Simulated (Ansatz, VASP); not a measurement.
**Two plane-wave programs on PbO**

Contents of INCAR:

```
ALGO = Normal
EDIFF = 1E-7
EDIFFG = -0.04
ENCUT = 600
GGA = PE
IBRION = 2
ISIF = 3
ISMEAR = 0
LASPH = T
LCHARG = F
LREAL = F
LWAVE = F
NELM = 80
NSW = 90
PREC = Accurate
SIGMA = 0.1
```

KPOINTS

```
k-points
0
Gamma
  6 6 6
```

Contents of POSCAR:

```
PbO
1.0
    3.4602398500      0.0000000000      0.0000000000
    0.0000000000      3.4602398500      0.0000000000
    0.0000000000      0.0000000000      3.4602398500
Pb O
1 1
Direct
    0.5000000000      0.5000000000      0.5000000000
    0.0000000000      0.0000000000      0.0000000000
```

Input for Ansatz:

```yaml
crystal:
  lattice:
    - [3.46023985, 0.0, 0.0]
    - [0.0, 3.46023985, 0.0]
    - [0.0, 0.0, 3.46023985]
  atoms:
    - { symbol: Pb, position: [0.5, 0.5, 0.5] }
    - { symbol: O, position: [0.0, 0.0, 0.0] }
basis:
  ecutwfc: 420
kpoints:
  mp_grid: { grid: [6, 6, 6] }
hamiltonian:
  xc: pbe
scf:
  occupations: { method: gaussian, width: 0.1 }
  lower_state_search: "off"
output:
  forces: true
  stress: true
  eigenvalues: true
relax:
  adjacent_minimum: "off"
  f_tol: 0.04
  max_steps: 70
  cell: { stress_tol: 0.4 }
```

Alike in both runs: task relaxation of cell and atoms; functional PBE; k mesh 6 × 6 × 6; occupations gaussian, width 0.1 eV; no spin polarisation.

```csv
,VASP,Ansatz
version,VASP 6.6.1,Ansatz 0.2.0
potentials or method,"VASP PAW PBE potentials, release 64 (Pb_d, O)","scalar-relativistic, plane waves, PAW"
plane-wave cutoff (eV),600,420
valence electrons in the cell,20,20
```

```csv
,VASP,Ansatz,Ansatz less VASP
"gap on the k mesh at the Fermi level, each at its own relaxed structure (eV)",0.58,0.58,-0.001
relaxed volume (Å³/atom),16.58,16.60,+0.028
relaxed cell length with the largest relative difference (Å),3.212,3.214,+0.0018
energy change over the relaxation (meV/atom),-197,-194,+3.2
```

Caveats: the volume moved by over 15 % at a fixed basis, so the end points are rough (VASP); spin-orbit coupling is left out, which as a rule narrows the gap of such compounds by several tenths of an eV. A k mesh can miss the band edges.
